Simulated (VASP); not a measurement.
Input of a VASP 6.6.1 run:

Contents of INCAR:

```
PREC = Accurate ; ENCUT = 520
EDIFF = 1E-7 ; ISMEAR = 0
SIGMA = 0.1 ; LREAL = False
LASPH = True ; NELM = 100
ALGO = Normal ; ISIF = 2
LWAVE = False ; LCHARG = False
GGA = PS ; NBANDS = 17
```

Contents of KPOINTS:

```
regular mesh
0
Gamma
  8 8 8
```

POSCAR

```
Pt
1.0
   -2.4595936916      2.4595936916      1.3417537615
    2.4595936916     -2.4595936916      1.3417537615
    2.4595936916      2.4595936916     -1.3417537615
Pt
2
Direct
    0.0000000000      0.0000000000      0.0000000000
    0.7500000000      0.2500000000      0.5000000000
```

Potentials or basis: VASP PAW PBE potentials, release 64 (Pt).

Run with:

```bash
$ cat potpaw_PBE.64/Pt/POTCAR > POTCAR
$ mpirun -np 1 vasp_std > vasp.out
```

(1) Predict the pressure.

(2) Estimate the band gap on the k mesh.

Results:

(1) 3.2 GPa.

(2) none (metal or under the smearing width).

Caveat: the PAW data sets were made with another functional, which shifts forces and pressure a little.
